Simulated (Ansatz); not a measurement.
Crystal: Ir.

```
CELL_PARAMETERS angstrom
2.75138 0.00000 0.00000
-1.37569 2.38276 0.00000
0.00000 0.00000 4.46229
ATOMIC_POSITIONS crystal
Ir 0.33333 0.66667 0.25000
Ir 0.66667 0.33333 0.75000
```

This isn't the form of Ir at room conditions, which is fcc.

- Program: Ansatz 0.2.0
- Task: relaxation of cell and atoms
- Functional: HSEsol
- Potentials or basis: Ansatz PAW
- Cutoff: 420 eV (not typed: the program's choice for these potentials)
- k mesh: 6 × 6 × 3
- Occupations: fermi-dirac, width 0.05 eV
- Spin: no spin polarisation

At the start: volume 14.63 Å³/atom.

**Question.** Where does the relaxation end?

**Answer.** It ends after 8 steps and the volume is 13.79 Å³/atom (-5.7 %); space group P6_3/mmc (No. 194, to 0.05 Å).

Step by step:
| step | energy change (eV) | largest force (eV/Å) | volume (Å³) |
| --- | --- | --- | --- |
| 1 | 0.0000 | 0.0000 | 29.25 |
| 2 | -0.0951 | 0.0000 | 26.59 |
| 3 | -0.1440 | 0.0000 | 27.71 |
| 4 | -0.1449 | 0.0000 | 27.59 |
| 5 | -0.1449 | 0.0000 | 27.58 |
| 6 | -0.1440 | 0.0000 | 27.58 |
| 7 | -0.1440 | 0.0000 | 27.58 |
| 8 | -0.1440 | 0.0000 | 27.58 |

Final structure:
```yaml
crystal:
  lattice:
    - [2.72246, 0.00000, 0.00000]
    - [-1.36123, 2.35772, 0.00000]
    - [0.00000, 0.00000, 4.29750]
  atoms:
    - { symbol: Ir, position: [0.33333, 0.66667, 0.25000] }
    - { symbol: Ir, position: [0.66667, 0.33333, 0.75000] }
```

Caveat: the k mesh is coarse (spacing up to 0.47 Å⁻¹), so the values aren't converged, least of all with exact exchange; the plane-wave basis is chosen anew once the cell has moved, so the energies of steps on either side of that aren't comparable; the PAW data sets come from PBE, with cores solved anew for the run's functional, which leaves a small shift of forces and pressure.
